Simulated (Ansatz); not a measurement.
Born–Oppenheimer molecular dynamics of a periodic cell of 12 atoms, CaF$_{2}$ (start crystal CaF2, start structure Fm-3m, volume 1 times the crystal's). It starts from a structure without forces on its atoms.

All numbers below come from DFT PBEsol, scalar-relativistic, plane waves, PAW (Ansatz). Settings: PAW set soft_1, cutoff 420 eV, k mesh 2x2x2, fermi-dirac smearing 0.17 eV, no spin polarisation.

```
ensemble        : NVT, Langevin thermostat
time step       : 2 fs
steps asked     : 250
set temperature : 2000 K
friction        : 0.02 /fs
seed            : 11664
```

First frame:

```xyz
12
Lattice="5.5161 0.0000 0.0000 0.0000 5.5161 0.0000 0.0000 0.0000 5.5161" Properties=species:S:1:pos:R:3
Ca 0.000 0.000 0.000
F 4.137 4.137 4.137
F 1.379 1.379 1.379
Ca 2.758 2.758 0.000
F 1.379 1.379 4.137
F 4.137 4.137 1.379
Ca 2.758 0.000 2.758
F 1.379 4.137 1.379
F 4.137 1.379 4.137
Ca 0.000 2.758 2.758
F 4.137 1.379 1.379
F 1.379 4.137 4.137
```

Problem. What does the run give?

Solution. All steps were run.

```yaml
steps_done: 250
time_covered: 500 fs
mean_temperature_over_the_second_half: 1910 K
spread_of_the_potential_energy_over_the_second_half: 49.6 meV per atom
mean_potential_energy_of_the_second_half_above_the_start: 251.7 meV per atom
```

A run of 0.5 ps of so small a system gives no equilibrium averages. Limits of this set-up: coarse k mesh, PAW files made for another functional.

Problem. What happens to the structure?

Solution. Mean squared displacements from the first frame to the last, about the centre of mass: Ca 0.26 Å², F 1.06 Å². The details hang on the random start.

Problem. How do temperature and energy run in time?

Solution. 
| time (fs) | T (K) | potential energy less start (eV) |
| --- | --- | --- |
| 0.0 | 1833 | 0.000 |
| 24.0 | 1277 | 1.877 |
| 48.0 | 1422 | 2.348 |
| 72.0 | 1519 | 2.816 |
| 96.0 | 2311 | 2.525 |
| 120.0 | 2329 | 3.014 |
| 144.0 | 2298 | 3.523 |
| 168.0 | 2314 | 2.353 |
| 192.0 | 1818 | 2.890 |
| 216.0 | 2263 | 2.554 |
| 240.0 | 1149 | 3.511 |
| 264.0 | 2409 | 2.095 |
| 288.0 | 1532 | 3.025 |
| 312.0 | 2341 | 2.237 |
| 336.0 | 2361 | 2.055 |
| 360.0 | 1616 | 2.948 |
| 384.0 | 1532 | 3.686 |
| 408.0 | 2015 | 3.712 |
| 432.0 | 1618 | 3.682 |
| 456.0 | 2443 | 2.979 |
| 480.0 | 1823 | 3.503 |

The run took 13 min on 1 thread of AMD EPYC 7R43 64-Core Processor (Zen 3), on a shared host, peak memory 0.57 GiB.
